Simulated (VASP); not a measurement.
Write the native input for VASP 6.6.1 that does the following.

| Quantity | Value |
| --- | --- |
| Task | single point |
| Functional | LDA |
| Potentials or basis | VASP PAW LDA potentials, release 64 (O, H, Cu) |
| Cutoff | 520 eV |
| k mesh | 6 × 6 × 6 |
| Occupations | gaussian, width 0.05 eV |
| Spin | no spin polarisation |
| Dipole correction | no |
| Further INCAR settings | ALGO = Normal; EDIFF = 1e-06; NBANDS = 28 |

The structure of Cu3HO lies in POSCAR:

```
Cu3HO
1.0
    3.4922579434      0.0000000000      0.0000000000
    0.0000000000      3.4922579434      0.0000000000
    0.0000000000      0.0000000000      3.4922579434
O H Cu
1 1 3
Direct
    0.0000000000      0.0000000000      0.0000000000
    0.5000000000      0.5000000000      0.5000000000
    0.5000000000      0.5000000000      0.0000000000
    0.5000000000      0.0000000000      0.5000000000
    0.0000000000      0.5000000000      0.5000000000
```

The cell comes from a database or a generator and needn't be the stable form of this composition.

One way to write it, as run:

INCAR

```
SYSTEM = Cu3HO
ALGO = Normal
EDIFF = 1E-6
ENCUT = 520
GGA = CA
ISIF = 2
ISMEAR = 0
LASPH = .TRUE.
LCHARG = .FALSE.
LREAL = .FALSE.
LWAVE = .FALSE.
NBANDS = 28
NELM = 100
PREC = Accurate
SIGMA = 0.05
```

KPOINTS

```
k-points
0
G
  6 6 6
  0 0 0
```

Potentials or basis: VASP PAW LDA potentials, release 64 (O, H, Cu).

Launch:

```sh
$ cat potpaw_LDA.64/O/POTCAR potpaw_LDA.64/H/POTCAR potpaw_LDA.64/Cu/POTCAR > POTCAR
$ mpirun -np 1 vasp_std > vasp.out
```

Results of the run:

| Item | Value |
| --- | --- |
| Pressure | 4.5 GPa |
| Band gap on the k mesh | 0.11 eV, indirect (least direct gap 0.22 eV) |

Wall time 14 s on 1 thread of Intel(R) Xeon(R) Platinum 8488C (Sapphire Rapids), on a shared host, peak memory 0.15 GiB.
